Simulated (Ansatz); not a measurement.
## Ionic part of the dielectric constant of BN at 5 GPa, mode by mode

All numbers below come from DFT LDA, scalar-relativistic, plane waves, PAW (Ansatz 0.2.0). Plane waves to 420 eV; Γ-centred k mesh 12×12×12; fixed occupations. No spin polarisation. Phonons by linear response, acoustic sum rule imposed.

Symmetry: R3m, No. 160, trigonal system. The conventional cell has a = 2.479 Å, b = 2.479 Å, c = 8.805 Å, α = 90.00°, β = 90.00°, γ = 120.00°. B (site symmetry 3m) is surrounded by 3 N at 1.43 Å. Around N (site symmetry 3m) lie 3 B at 1.43 Å.

The crystal is built of layers and no dispersion correction was added, so the binding between them is poorly described, and with it their spacing and whatever depends on it.

The primitive cell has V = 15.62 Å³ and ε∞,zz = 3.345. Each polar mode adds Δε = (4.92064×10⁷/V)·S/ν² along z, with S its oscillator strength in e²/amu, ν in cm⁻¹ and V in Å³.

Question: From these modes, find each Δε and ε0,zz.
| ν (cm⁻¹) | S_zz (e²/amu) |
| --- | --- |
| 726.1 | 0.1512 |
| 1407.7 | 0.01434 |

Answer:
```
ν (cm⁻¹)    Δε
   726.1  0.90
  1407.7  0.02
```

The sum is 0.926, so ε0,zz = 4.27; the run's tensor has 4.27.

Question: Where do the longitudinal modes lie for a wave vector along z?

Answer: At 817, 1413 cm⁻¹. The Lyddane–Sachs–Teller product Π(ν_LO/ν_TO)² = 1.28 matches ε0/ε∞ = 1.28.

This form isn't the usual stable structure of the compound at low pressure.

Cost: 1 run of about 1.4 core-minutes, on Intel Xeon Platinum 8259CL (Skylake/Cascade Lake) (shared hosts).